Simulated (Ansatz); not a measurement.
Crystal: C.

```
CELL_PARAMETERS angstrom
1.22805 -2.12706 0.00000
1.22805 2.12706 0.00000
0.00000 0.00000 7.17327
ATOMIC_POSITIONS crystal
C 0.91662 0.08338 0.75314
C 0.41662 0.58338 0.24686
C 0.08338 0.91662 0.24686
C 0.58338 0.41662 0.75314
```

This is a stacking variant of graphite.

* Program: Ansatz 0.2.0
* Task: relaxation of cell and atoms
* Functional: PBE0
* Potentials or basis: Ansatz PAW
* Cutoff: 420 eV (not typed: the program's choice for these potentials)
* k mesh: 8 × 8 × 2
* Occupations: fermi-dirac, width 0.05 eV
* Spin: no spin polarisation

At the start: volume 9.37 Å³/atom.

Task: How do energy, volume and symmetry change on relaxing?

Result: It ends after 21 steps and the volume is 10.70 Å³/atom (+14.2 %); space group Fmmm (No. 69, to 0.05 Å).

The path:
| step | energy change (eV) | largest force (eV/Å) | volume (Å³) |
| --- | --- | --- | --- |
| 1 | 0.0000 | 0.0501 | 37.48 |
| 2 | -0.0040 | 0.0238 | 38.28 |
| 3 | -0.0040 | 0.0178 | 38.44 |
| 4 | -0.0052 | 0.0052 | 38.79 |
| 5 | -0.0049 | 0.0030 | 38.98 |
| 6 | -0.0050 | 0.0004 | 38.93 |
| 7 | -0.0120 | 0.0004 | 38.93 |
| 8 | -0.0116 | 0.0139 | 39.76 |
| 9 | -0.0097 | 0.0093 | 40.44 |
| 10 | -0.0162 | 0.0093 | 40.44 |
| 11 | -0.0150 | 0.0013 | 41.10 |
| 12 | -0.0144 | 0.0004 | 41.32 |
| 13 | -0.0142 | 0.0003 | 41.38 |
| 14 | -0.0176 | 0.0003 | 41.38 |
| 15 | -0.0167 | 0.0001 | 41.83 |
| 16 | -0.0163 | 0.0000 | 41.97 |
| 17 | -0.0178 | 0.0001 | 41.97 |
| 18 | -0.0168 | 0.0000 | 42.38 |
| 19 | -0.0184 | 0.0000 | 42.38 |
| 20 | -0.0173 | 0.0001 | 42.80 |
| 21 | -0.0184 | 0.0001 | 42.80 |

Final structure:
```
CELL_PARAMETERS angstrom
1.22470 -2.12126 0.00000
1.22470 2.12126 0.00000
0.00000 0.00000 8.23700
ATOMIC_POSITIONS crystal
C 0.91668 0.08332 0.75003
C 0.41668 0.58332 0.24997
C 0.08332 0.91668 0.24997
C 0.58332 0.41668 0.75003
```

Caveat: the k mesh is coarse (spacing up to 0.44 Å⁻¹), so the values aren't converged, least of all with exact exchange; the plane-wave basis is chosen anew once the cell has moved, so the energies of steps on either side of that aren't comparable; the pressure holds a Pulay correction of +0.4 GPa for the finite cutoff; this functional lacks dispersion, which binds the layers, so the pressure and a relaxed spacing across them are unreliable; the PAW data sets come from PBE, with cores solved anew for the run's functional, which leaves a small shift of forces and pressure.
